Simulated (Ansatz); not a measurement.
# Ruthenium, hcp under PBE: ground state and equation of state, part 2 of 2

The plan for ruthenium in the hcp structure: relax it, solve it on a dense k-mesh, switch on spin-orbit coupling, then scale the cell to 7 volumes from 88 to 112 % of the relaxed one and try a fit of the equation of state. The start is ferromagnetic. The k-meshes are 13×13×8 for the relaxation; 22×22×12 for the dense run; 13×13×7 for spin-orbit coupling; 22×22×12 for the volumes. It starts from a deposited cell (COD).

Ansatz 0.2.0; DFT, PBE, plane waves (420 eV) with PAW, scalar-relativistic.

**3. Dense single point**

The input, input.yaml:

```yaml
crystal:
  lattice:
    - [2.7238316772, 0.0, 0.0]
    - [-1.3619158386, 2.3589074281, 0.0]
    - [0.0, 0.0, 4.2857282297]
  atoms:
    - { symbol: Ru, position: [0.3333333333, 0.6666666667, 0.25], spin: 1.0 }
    - { symbol: Ru, position: [0.6666666667, 0.3333333333, 0.75], spin: 1.0 }
hamiltonian:
  xc: pbe
  pseudopotentials:
    kind: paw
    azcp:
      Ru: "pseudopotentials/Ru.paw.azcp"
basis:
  ecutwfc: 420
  fft_grid_basis: typed
kpoints:
  mp_grid: { grid: [22, 22, 12], shift: [0, 0, 0] }
magnetization:
  spin_polarized: true
scf:
  occupations: { method: fermi_dirac, width: 0.05 }
```

The log of the run, cut to the lines that bear on the results:

```text
[...]
Pseudopotentials: kind: paw
Pseudopotential: Ru, paw, valence charge 16, recommended cutoff 420 eV (normal), <dir>
Functional definition: PBE
[...]
Crystal: 2 atoms, lattice volume = 27.537 Å³
Basis set: ecut = 420 eV, 537 PW (Γ)
Bands: 21, of which v1, the nominal top of the filled ones, is band 16 counted from 1 (15 counted from 0)
Symmetry: 24 space group operations
Space group: P63/mmc (ITA 194), of the structure as read, at distance tolerance 3.0e-5 Å
Magnetic group: BNS 194.263 (UNI 1493), of the structure as read, at distance tolerance 3.0e-5 Å
[...]
WARN: the starting moments were not kept: the SCF closed with an absolute magnetisation of 1.0e-6 μB, where they sum to 2 μB in size (2 sites). That is at most 0.1 of that sum. Measured as dr2_m measures the in/out step, that magnetisation stands 1.6e-13 eV from none, at or under the [...]
SCF converged after 9 iterations
Magnetization: 0.0000 μB (16.0000 up, 16.0000 down)
Absolute magnetization: 0.0000 μB (∫|ρ↑−ρ↓|, with the PAW one-centre terms)
Spin contamination: 0.0000 ħ² per cell (⟨S²⟩ above its minimum at these occupations)
Per-site moments (μB) at R_I (Å): [(-1.8174830670896818e-7, 1.0964241425617596), (-1.817483067175191e-7, 1.0964241425617596)]
Free energy (F): -11757.386294 eV
[...]
E sigma→0 (E₀):  -11757.380350 eV
Entropy (-TS):   -0.011889 eV (-5.944 meV/atom)
Fermi energy:    23.127168 eV
[...]
```

It took 19 s on 2 threads of an x86-64 CPU, shared host; peak memory 0.67 GiB.

**4. With spin-orbit coupling**

The input, input.yaml:

```yaml
crystal:
  lattice:
    - [2.7238316772, 0.0, 0.0]
    - [-1.3619158386, 2.3589074281, 0.0]
    - [0.0, 0.0, 4.2857282297]
  atoms:
    - { symbol: Ru, position: [0.3333333333, 0.6666666667, 0.25], spin: 1.0, spin_axis: [0, 0, 1] }
    - { symbol: Ru, position: [0.6666666667, 0.3333333333, 0.75], spin: 1.0, spin_axis: [0, 0, 1] }
hamiltonian:
  xc: pbe
  pseudopotentials:
    kind: paw_fr
    azcp:
      Ru: "pseudopotentials/Ru.paw.azcp"
basis:
  ecutwfc: 420
  fft_grid_basis: typed
kpoints:
  mp_grid: { grid: [13, 13, 7], shift: [0, 0, 0] }
magnetization:
  noncollinear: true
  spin_orbit: true
scf:
  occupations: { method: fermi_dirac, width: 0.05 }
```

The log of the run, cut to the lines that bear on the results:

```text
[...]
Pseudopotentials: kind: paw_fr
Pseudopotential: Ru, paw_fr, valence charge 16, recommended cutoff 420 eV (normal), <dir>
[... 1 set-up line as earlier in the session ...]
[...]
Crystal: 2 atoms, lattice volume = 27.537 Å³
Basis set: ecut = 420 eV, 537 PW (Γ)
Bands: 40, of which v1, the nominal top of the filled ones, is band 32 counted from 1 (31 counted from 0)
Symmetry: 12 space group operations + 12 with time reversal
Magnetic group: BNS 194.270 (UNI 1500), of the structure as read, at distance tolerance 3.0e-5 Å
k-points: 84 of 1183 (time reversal used)
[...]
WARN: the starting moments were not kept: the SCF closed with an absolute magnetisation of 3.3e-6 μB, where they sum to 2 μB in size (2 sites). That is at most 0.1 of that sum. Measured as dr2_m measures the in/out step, that magnetisation stands 2.2e-12 eV from none, at or under the [...]
SCF converged after 15 iterations
Magnetization: |M| = 0.0000 μB,  M = (+0.0000, -0.0000, -0.0000) μB
Absolute magnetization: 0.0000 μB (∫|m|, with the PAW one-centre terms)
  site 0: m = (-0.0000, -0.0000, -0.0000) μB, |m| = 0.0000 μB  (R = 1.10 Å)
  site 1: m = (+0.0000, +0.0000, -0.0000) μB, |m| = 0.0000 μB  (R = 1.10 Å)
Free energy (F): -11760.523602 eV
[...]
E sigma→0 (E₀):  -11760.516516 eV
Entropy (-TS):   -0.014172 eV (-7.086 meV/atom)
Fermi energy:    23.174430 eV
[...]
```

Wall time 25 s (2 threads of an x86-64 CPU, shared host); peak memory 0.6 GiB.

Side by side:

```csv
,scalar-relativistic,with spin-orbit coupling
k-mesh,22×22×12,13×13×7
gap on the mesh,none (levels filled in part),none (levels filled in part)
magnetic state,non-magnetic,non-magnetic
```

The meshes differ, so small differences between the columns need not come from spin-orbit coupling.

**5. Equation of state: 88 %**

The input, input.yaml:

```yaml
crystal:
  lattice:
    - [2.6102042371, 0.0, 0.0]
    - [-1.3051021185, 2.2605031784, 0.0]
    - [0.0, 0.0, 4.1069446684]
  atoms:
    - { symbol: Ru, position: [0.3333333333, 0.6666666667, 0.25], spin: 1.0 }
    - { symbol: Ru, position: [0.6666666667, 0.3333333333, 0.75], spin: 1.0 }
hamiltonian:
  xc: pbe
  pseudopotentials:
    kind: paw
    azcp:
      Ru: "pseudopotentials/Ru.paw.azcp"
basis:
  ecutwfc: 420
  fft_grid_basis: typed
kpoints:
  mp_grid: { grid: [22, 22, 12], shift: [0, 0, 0] }
magnetization:
  spin_polarized: true
scf:
  occupations: { method: fermi_dirac, width: 0.05 }
output:
  stress: true
```

The log of the run, cut to the lines that bear on the results:

```text
[...]
[... 3 set-up lines as earlier in the session ...]
[...]
Crystal: 2 atoms, lattice volume = 24.233 Å³
Basis set: ecut = 420 eV, 487 PW (Γ)
Bands: 21, of which v1, the nominal top of the filled ones, is band 16 counted from 1 (15 counted from 0)
[... 1 set-up line as earlier in the session ...]
Space group: P63/mmc (ITA 194), of the structure as read, at distance tolerance 2.9e-5 Å
Magnetic group: BNS 194.263 (UNI 1493), of the structure as read, at distance tolerance 2.9e-5 Å
[...]
WARN: the starting moments were not kept: the SCF closed with an absolute magnetisation of 1.3e-6 μB, where they sum to 2 μB in size (2 sites). That is at most 0.1 of that sum. Measured as dr2_m measures the in/out step, that magnetisation stands 2.8e-13 eV from none, at or under the [...]
Absolute magnetization: 0.0000 μB (∫|ρ↑−ρ↓|, with the PAW one-centre terms)
Spin contamination: 0.0000 ħ² per cell (⟨S²⟩ above its minimum at these occupations)
Per-site moments (μB) at R_I (Å): [(-3.168651978578565e-7, 1.0506856816961172), (-3.1686519777436276e-7, 1.0506856816961172)]
Free energy (F): -11756.891871 eV
[...]
E sigma→0 (E₀):  -11756.887012 eV
Entropy (-TS):   -0.009719 eV (-4.860 meV/atom)
Fermi energy:    27.002740 eV
[...]
--- Stress (GPa, compression-positive) ---
       52.503092       0.000000       0.000000
        0.000000      52.503092       0.000000
        0.000000       0.000000      57.718815
  P = ⅓ Tr σ = 54.2417 GPa (542.417 kbar)
```

It took 20 s on 2 threads of an x86-64 CPU, shared host; peak memory 0.66 GiB.

**6. Equation of state: 92 %**

Edit input.yaml of step 5 so:

```diff
@@ -2,5 +2,5 @@
   lattice:
-    - [2.6102042371, 0.0, 0.0]
-    - [-1.3051021185, 2.2605031784, 0.0]
-    - [0.0, 0.0, 4.1069446684]
+    - [2.6491682537, 0.0, 0.0]
+    - [-1.3245841268, 2.2942470066, 0.0]
+    - [0.0, 0.0, 4.1682513885]
   atoms:
```

The log of the run, cut to the lines that bear on the results:

```text
[...]
[... 3 set-up lines as earlier in the session ...]
[...]
Crystal: 2 atoms, lattice volume = 25.334 Å³
Basis set: ecut = 420 eV, 511 PW (Γ)
Bands: 21, of which v1, the nominal top of the filled ones, is band 16 counted from 1 (15 counted from 0)
[... 2 set-up lines as earlier in the session ...]
Magnetic group: BNS 194.263 (UNI 1493), of the structure as read, at distance tolerance 2.9e-5 Å
[...]
WARN: the starting moments were not kept: the SCF closed with an absolute magnetisation of 4.0e-7 μB, where they sum to 2 μB in size (2 sites). That is at most 0.1 of that sum. Measured as dr2_m measures the in/out step, that magnetisation stands 2.8e-14 eV from none, at or under the [...]
Absolute magnetization: 0.0000 μB (∫|ρ↑−ρ↓|, with the PAW one-centre terms)
Spin contamination: 0.0000 ħ² per cell (⟨S²⟩ above its minimum at these occupations)
Per-site moments (μB) at R_I (Å): [(1.0721824804719117e-7, 1.0663698698582984), (1.0721824792218202e-7, 1.0663698698582984)]
Free energy (F): -11757.184713 eV
[...]
E sigma→0 (E₀):  -11757.179515 eV
Entropy (-TS):   -0.010395 eV (-5.198 meV/atom)
Fermi energy:    25.601280 eV
[...]
--- Stress (GPa, compression-positive) ---
       30.631758       0.000000       0.000000
        0.000000      30.631758       0.000000
        0.000000       0.000000      34.191196
  P = ⅓ Tr σ = 31.8182 GPa (318.182 kbar)
```

It took 24 s on 2 threads of an x86-64 CPU, shared host; peak memory 0.67 GiB.

**7. Equation of state: 96 %**

Edit input.yaml of step 6 so:

```diff
@@ -2,5 +2,5 @@
   lattice:
-    - [2.6491682537, 0.0, 0.0]
-    - [-1.3245841268, 2.2942470066, 0.0]
-    - [0.0, 0.0, 4.1682513885]
+    - [2.6870186283, 0.0, 0.0]
+    - [-1.3435093141, 2.3270263925, 0.0]
+    - [0.0, 0.0, 4.227805883]
   atoms:
```

The log of the run, cut to the lines that bear on the results:

```text
[...]
[... 3 set-up lines as earlier in the session ...]
[...]
Crystal: 2 atoms, lattice volume = 26.435 Å³
Basis set: ecut = 420 eV, 537 PW (Γ)
Bands: 21, of which v1, the nominal top of the filled ones, is band 16 counted from 1 (15 counted from 0)
[... 2 set-up lines as earlier in the session ...]
Magnetic group: BNS 194.263 (UNI 1493), of the structure as read, at distance tolerance 3.0e-5 Å
[...]
WARN: the starting moments were not kept: the SCF closed with an absolute magnetisation of 1.1e-6 μB, where they sum to 2 μB in size (2 sites). That is at most 0.1 of that sum. Measured as dr2_m measures the in/out step, that magnetisation stands 2.1e-13 eV from none, at or under the [...]
Absolute magnetization: 0.0000 μB (∫|ρ↑−ρ↓|, with the PAW one-centre terms)
Spin contamination: 0.0000 ħ² per cell (⟨S²⟩ above its minimum at these occupations)
Per-site moments (μB) at R_I (Å): [(-2.6969122553508233e-7, 1.0816057835916717), (-2.69691225309546e-7, 1.0816057835916717)]
Free energy (F): -11757.340003 eV
[...]
E sigma→0 (E₀):  -11757.334446 eV
Entropy (-TS):   -0.011114 eV (-5.557 meV/atom)
Fermi energy:    24.313786 eV
[...]
--- Stress (GPa, compression-positive) ---
       13.307505       0.000000       0.000000
        0.000000      13.307505       0.000000
        0.000000       0.000000      15.523724
  P = ⅓ Tr σ = 14.0462 GPa (140.462 kbar)
```

It took 25 s on 2 threads of an x86-64 CPU, shared host; peak memory 0.67 GiB.

**8. Equation of state: 100 %**

Edit input.yaml of step 7 so:

```diff
@@ -2,5 +2,5 @@
   lattice:
-    - [2.6870186283, 0.0, 0.0]
-    - [-1.3435093141, 2.3270263925, 0.0]
-    - [0.0, 0.0, 4.227805883]
+    - [2.7238316772, 0.0, 0.0]
+    - [-1.3619158386, 2.3589074281, 0.0]
+    - [0.0, 0.0, 4.2857282297]
   atoms:
```

The log of the run, cut to the lines that bear on the results:

```text
[...]
[... 3 set-up lines as earlier in the session ...]
[...]
Crystal: 2 atoms, lattice volume = 27.537 Å³
Basis set: ecut = 420 eV, 537 PW (Γ)
Bands: 21, of which v1, the nominal top of the filled ones, is band 16 counted from 1 (15 counted from 0)
[... 2 set-up lines as earlier in the session ...]
Magnetic group: BNS 194.263 (UNI 1493), of the structure as read, at distance tolerance 3.0e-5 Å
[...]
WARN: the starting moments were not kept: the SCF closed with an absolute magnetisation of 1.0e-6 μB, where they sum to 2 μB in size (2 sites). That is at most 0.1 of that sum. Measured as dr2_m measures the in/out step, that magnetisation stands 1.6e-13 eV from none, at or under the [...]
Absolute magnetization: 0.0000 μB (∫|ρ↑−ρ↓|, with the PAW one-centre terms)
Spin contamination: 0.0000 ħ² per cell (⟨S²⟩ above its minimum at these occupations)
Per-site moments (μB) at R_I (Å): [(-1.8174830670896818e-7, 1.0964241425617596), (-1.817483067175191e-7, 1.0964241425617596)]
Free energy (F): -11757.386294 eV
[...]
E sigma→0 (E₀):  -11757.380350 eV
Entropy (-TS):   -0.011889 eV (-5.944 meV/atom)
Fermi energy:    23.127168 eV
[...]
--- Stress (GPa, compression-positive) ---
       -0.407877       0.000000       0.000000
        0.000000      -0.407877       0.000000
        0.000000       0.000000       0.721919
  P = ⅓ Tr σ = -0.0313 GPa (-0.313 kbar)
```

Run time: 26 s. Hardware: 2 threads of an x86-64 CPU, shared host; peak memory 0.68 GiB.

**9. Equation of state: 104 %**

Edit input.yaml of step 8 so:

```diff
@@ -2,5 +2,5 @@
   lattice:
-    - [2.7238316772, 0.0, 0.0]
-    - [-1.3619158386, 2.3589074281, 0.0]
-    - [0.0, 0.0, 4.2857282297]
+    - [2.7596756782, 0.0, 0.0]
+    - [-1.3798378391, 2.3899492435, 0.0]
+    - [0.0, 0.0, 4.3421258582]
   atoms:
```

The log of the run, cut to the lines that bear on the results:

```text
[...]
[... 3 set-up lines as earlier in the session ...]
[...]
Crystal: 2 atoms, lattice volume = 28.638 Å³
Basis set: ecut = 420 eV, 573 PW (Γ)
Bands: 21, of which v1, the nominal top of the filled ones, is band 16 counted from 1 (15 counted from 0)
[... 1 set-up line as earlier in the session ...]
Space group: P63/mmc (ITA 194), of the structure as read, at distance tolerance 3.1e-5 Å
Magnetic group: BNS 194.263 (UNI 1493), of the structure as read, at distance tolerance 3.1e-5 Å
[...]
WARN: the starting moments were not kept: the SCF closed with an absolute magnetisation of 2.6e-7 μB, where they sum to 2 μB in size (2 sites). That is at most 0.1 of that sum. Measured as dr2_m measures the in/out step, that magnetisation stands 1.3e-14 eV from none, at or under the [...]
Absolute magnetization: 0.0000 μB (∫|ρ↑−ρ↓|, with the PAW one-centre terms)
Spin contamination: 0.0000 ħ² per cell (⟨S²⟩ above its minimum at these occupations)
Per-site moments (μB) at R_I (Å): [(-5.565656414484754e-8, 1.110852430622031), (-5.565656431932499e-8, 1.110852430622031)]
Free energy (F): -11757.346317 eV
[...]
E sigma→0 (E₀):  -11757.339954 eV
Entropy (-TS):   -0.012726 eV (-6.363 meV/atom)
Fermi energy:    22.030196 eV
[...]
--- Stress (GPa, compression-positive) ---
      -11.244113       0.000000       0.000000
        0.000000     -11.244113       0.000000
        0.000000       0.000000     -10.993406
  P = ⅓ Tr σ = -11.1605 GPa (-111.605 kbar)
```

Run time: 26 s. Hardware: 2 threads of an x86-64 CPU, shared host; peak memory 0.69 GiB.

**10. Equation of state: 108 %**

Edit input.yaml of step 9 so:

```diff
@@ -2,5 +2,5 @@
   lattice:
-    - [2.7596756782, 0.0, 0.0]
-    - [-1.3798378391, 2.3899492435, 0.0]
-    - [0.0, 0.0, 4.3421258582]
+    - [2.7946119905, 0.0, 0.0]
+    - [-1.3973059952, 2.4202049775, 0.0]
+    - [0.0, 0.0, 4.3970953121]
   atoms:
```

The log of the run, cut to the lines that bear on the results:

```text
[...]
[... 3 set-up lines as earlier in the session ...]
[...]
Crystal: 2 atoms, lattice volume = 29.740 Å³
Basis set: ecut = 420 eV, 591 PW (Γ)
Bands: 21, of which v1, the nominal top of the filled ones, is band 16 counted from 1 (15 counted from 0)
[... 2 set-up lines as earlier in the session ...]
Magnetic group: BNS 194.263 (UNI 1493), of the structure as read, at distance tolerance 3.1e-5 Å
[...]
WARN: the starting moments were not kept: the SCF closed with an absolute magnetisation of 1.1e-6 μB, where they sum to 2 μB in size (2 sites). That is at most 0.1 of that sum. Measured as dr2_m measures the in/out step, that magnetisation stands 2.6e-13 eV from none, at or under the [...]
Absolute magnetization: 0.0000 μB (∫|ρ↑−ρ↓|, with the PAW one-centre terms)
Spin contamination: 0.0000 ħ² per cell (⟨S²⟩ above its minimum at these occupations)
Per-site moments (μB) at R_I (Å): [(-1.7393704303373274e-7, 1.1249153466886843), (-1.7393704324557505e-7, 1.1249153466886843)]
Free energy (F): -11757.238243 eV
[...]
E sigma→0 (E₀):  -11757.231430 eV
Entropy (-TS):   -0.013624 eV (-6.812 meV/atom)
Fermi energy:    21.013277 eV
[...]
--- Stress (GPa, compression-positive) ---
      -19.773758      -0.000000       0.000000
       -0.000000     -19.773758       0.000000
        0.000000       0.000000     -20.234493
  P = ⅓ Tr σ = -19.9273 GPa (-199.273 kbar)
```

Wall time 24 s (2 threads of an x86-64 CPU, shared host); peak memory 0.71 GiB.

**11. Equation of state: 112 %**

Edit input.yaml of step 10 so:

```diff
@@ -2,5 +2,5 @@
   lattice:
-    - [2.7946119905, 0.0, 0.0]
-    - [-1.3973059952, 2.4202049775, 0.0]
-    - [0.0, 0.0, 4.3970953121]
+    - [2.8286959836, 0.0, 0.0]
+    - [-1.4143479918, 2.4497225814, 0.0]
+    - [0.0, 0.0, 4.450723711]
   atoms:
```

The log of the run, cut to the lines that bear on the results:

```text
[...]
[... 3 set-up lines as earlier in the session ...]
[...]
Crystal: 2 atoms, lattice volume = 30.841 Å³
Basis set: ecut = 420 eV, 603 PW (Γ)
Bands: 21, of which v1, the nominal top of the filled ones, is band 16 counted from 1 (15 counted from 0)
[... 2 set-up lines as earlier in the session ...]
Magnetic group: BNS 194.263 (UNI 1493), of the structure as read, at distance tolerance 3.1e-5 Å
[...]
WARN: the starting moments were not kept: the SCF closed with an absolute magnetisation of 1.7e-6 μB, where they sum to 2 μB in size (2 sites). That is at most 0.1 of that sum. Measured as dr2_m measures the in/out step, that magnetisation stands 5.3e-13 eV from none, at or under the [...]
Absolute magnetization: 0.0000 μB (∫|ρ↑−ρ↓|, with the PAW one-centre terms)
Spin contamination: 0.0000 ħ² per cell (⟨S²⟩ above its minimum at these occupations)
Per-site moments (μB) at R_I (Å): [(5.137810013824786e-7, 1.138635178672887), (5.137810015338227e-7, 1.138635178672887)]
Free energy (F): -11757.076659 eV
[...]
E sigma→0 (E₀):  -11757.069368 eV
Entropy (-TS):   -0.014582 eV (-7.291 meV/atom)
Fermi energy:    20.068150 eV
[...]
--- Stress (GPa, compression-positive) ---
      -26.449881       0.000000       0.000000
        0.000000     -26.449881       0.000000
        0.000000       0.000000     -27.486411
  P = ⅓ Tr σ = -26.7954 GPa (-267.954 kbar)
```

Wall time 29 s (2 threads of an x86-64 CPU, shared host); peak memory 0.71 GiB.

**12. Energy and pressure against volume**

All volumes keep the relaxed shape and fractional coordinates.

```
V (Å³/atom)  E − E₀ (meV/atom)  P from the stress (GPa)  P from the fit (GPa)
     12.116              246.6                    54.24                 54.30
     12.667              100.4                    31.82                 31.75
     13.218               22.9                    14.05                 13.97
     13.768               -0.1                    -0.03                 -0.08
     14.319               20.1                   -11.16                -11.20
     14.870               74.4                   -19.93                -19.99
     15.421              155.4                   -26.80                -26.94
```

Fit (Birch-Murnaghan, third order): V₀ = 13.765 Å³/atom, B₀ = 312 GPa, B₀′ = 4.8, largest residual 0.07 meV/atom.

The fit is made to E(σ → 0), while the stress belongs to the free energy F; that is one source of the offset between the two pressures.

**13. Results**

What follows sums up all 2 parts.

| quantity | value |
| --- | --- |
| space group (spins left aside) | P6_3/mmc (No. 194) |
| conventional cell | a = 2.724 Å, c = 4.286 Å (c/a = 1.573) |
| volume | 13.768 Å³/atom |
| shortest distance | 2.658 Å |
| against the deposited volume | +1.6 % (13.555 Å³/atom) |
| gap on the mesh | none (levels filled in part) |
| magnetic state | non-magnetic |
| V₀, B₀, B₀′ | 13.765 Å³/atom, 312 GPa, 4.8 |

**Reading.** The volume comes out 1.6 % larger than measured. The deposited cell holds zero-point motion and, unless taken cold, thermal expansion, so the miss against a static lattice is larger still. The starting moments do not survive. Levels at the Fermi energy are filled in part, as in a metal. Totals with and without spin-orbit coupling (-1.6 eV/atom apart) can't be read as binding, since the two-component data shift the zero of energy. The fitted modulus is 312 GPa, among the stiffest elements; letting shape and positions relax at each volume could only lower it.
